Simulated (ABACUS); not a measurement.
**FeO (Wuestite) under changes of volume**

One of the cells (10.067 Å³/atom); the others are scaled copies at fixed shape and fractional positions:

```
Fe O
1.0
     1.51882    0.87689    2.51958
    -1.51882    0.87689    2.51958
     0.00000   -1.75378    2.51958
Fe O
1 1
Direct
  0.00000 0.00000 0.00000
  0.50000 0.50000 0.50000
```

- Program: ABACUS 3.10.1
- Functional: PBE
- Potentials or basis: PseudoDojo NC SR 0.4.1 PBE standard
- Cutoff: 1361 eV
- Density cutoff: 5442 eV
- Basis: TZDP LCAO (the cutoffs set its grid)
- k mesh: 11 × 11 × 11
- Occupations: fermi-dirac, width 0.05 eV
- Spin: collinear spin, ferromagnetic start
- Starting moments: [3.0, 0.0] μB

```csv
volume (Å³/atom),energy over the lowest point (meV/atom),pressure (GPa)
9.463,?,?
9.664,5.42,6.4
9.866,0.16,2.2
10.067,0.00,-1.6
10.268,4.17,-5.0
10.470,12.50,-8.0
10.671,24.26,-10.7
```

**Question.** What does the run at 9.463 Å³/atom give?

**Answer.** Energy over the lowest point 16.24 meV/atom; pressure 11.1 GPa.

Worked out: A Birch-Murnaghan fit of order 3 (a polynomial in V^(-2/3)) to the other rows has its minimum at 9.97 Å³/atom with B0 = V·E''(V) = 185 GPa and B' = 4.6 at fixed shape and positions, which overstates the stiffness. It gives 16.24 meV/atom at 9.463 Å³/atom, against the run's 16.24, and -dE/dV = 11.0 GPa, against 11.1.

Energies are extrapolated to zero smearing.

Caveats: the atomic orbitals were generated for these runs and aren't a published set; the basis of atomic orbitals isn't converged, which shifts pressures, moduli and gaps; a cell with one magnetic atom can't hold antiferromagnetic order, which such compounds often take.
